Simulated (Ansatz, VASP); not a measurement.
**Two plane-wave programs on ZnSe (Stilleite)**

```
Zn Se
1.0
     4.00760    0.00000    0.00000
     2.00380    3.47068    0.00000
     2.00380    1.15689    3.27219
Zn Se
1 1
Direct
  0.00000 0.00000 0.00000
  0.25000 0.25000 0.25000
```

Alike in both runs: task single point; functional r2SCAN; k mesh 6 × 6 × 6; no spin polarisation.

|  | VASP | Ansatz |
| --- | --- | --- |
| version | VASP 6.6.1 | Ansatz 0.2.0 |
| potentials or method | VASP PAW PBE potentials, release 64 (Zn, Se) | plane waves, PAW |
| plane-wave cutoff (eV) | 520 | 650 |
| occupations | methfessel-paxton of order 1, width 0.01 eV | cold, width 0.01 eV |
| valence electrons in the cell | 18 | 28 |

Ansatz gave:

- pressure (GPa): -0.1

Problem. Which values does VASP return?

Solution. Pressure (GPa): 0.0.

The two sets of potentials don't hold the same shells in valence.

Caveats: the PAW data sets were made with another functional, which shifts forces and pressure a little (VASP). r2SCAN opens gaps a little over a GGA but as a rule still falls short of measured ones.
